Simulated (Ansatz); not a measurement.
## Si3N4, one structure, two calculations

Cell: an entry of the Crystallography Open Database (COD), atoms as given.

Space group I-43d (No. 220); a = 6.4747 Å.

```csv
site,Wyckoff,site symmetry,x,y,z
Si,12b,-4..,0.3750,0.5000,0.7500
N,16c,.3.,0.2814,0.2814,0.2814
```

One atom of each set is listed; the run and its k-mesh use a cell of 14 atoms with edges of 5.61, 5.61, 5.61 Å.

First run. Computed with Ansatz: DFT, PBE, plane waves and PAW, scalar-relativistic, 420 eV cutoff, Γ-centred 6×6×6 k-points, Fermi–Dirac smearing 0.02 eV.

```csv
site,V_zz (10²¹ V/m²),η
Si,-0.10,0.00
N,-5.77,0.00
```

Second run. The same atoms and settings, except that the cutoff is 350 eV.

Task: Given the first result, estimate the second.

Result: 

```
site   V_zz     η  change of V_zz
  Si  -0.10  0.00            0.00
   N  -5.66  0.00           +0.11
```

The largest change of V_zz is on N, from -5.77 to -5.66. In per cent, |V_zz| changes by -2 on N (all sites that start above 0.5).
